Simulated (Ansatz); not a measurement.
# Sb2Te3: response to strain

The parent structure is Sb2Te3 in the Bi2Te3 type structure (space group R-3m, No. 166; a = 4.2764 Å, c = 29.8258 Å (hexagonal axes)).

Strains are applied to the cell and any free atomic positions relax.

Computed with PBE-D3(BJ), PAW, 420 eV (Ansatz, a quantum-chemistry and plane-wave program; no spin-orbit coupling), earlier PAW set.

Notes on the quantities. pressure: mean of the normal stresses, compression positive.

```
isotropic strain (%)  pressure (GPa)
--------------------  --------------
-4.25                            7.9
-1.98                              ?
-1.77                            2.6
-1.37                            1.9
0                                0.0
```

Task: Fit P = P₀ − Bδ + Cδ² with δ = (1 + ε)³ − 1 to the rows shown and predict the withheld row.

Result: Least squares on the printed values gives P₀ = 0.0 GPa, B = 38.5 GPa (at held cell shape), C = 214 GPa (largest residual 0.0 GPa); this predicts 3.0 GPa, and the run gives 3.0 GPa, in agreement.

The mesh was chosen for an insulator and is coarse for the gapless case. Whether these cells are dynamically stable was not tested. The final runs are not spin-polarised.
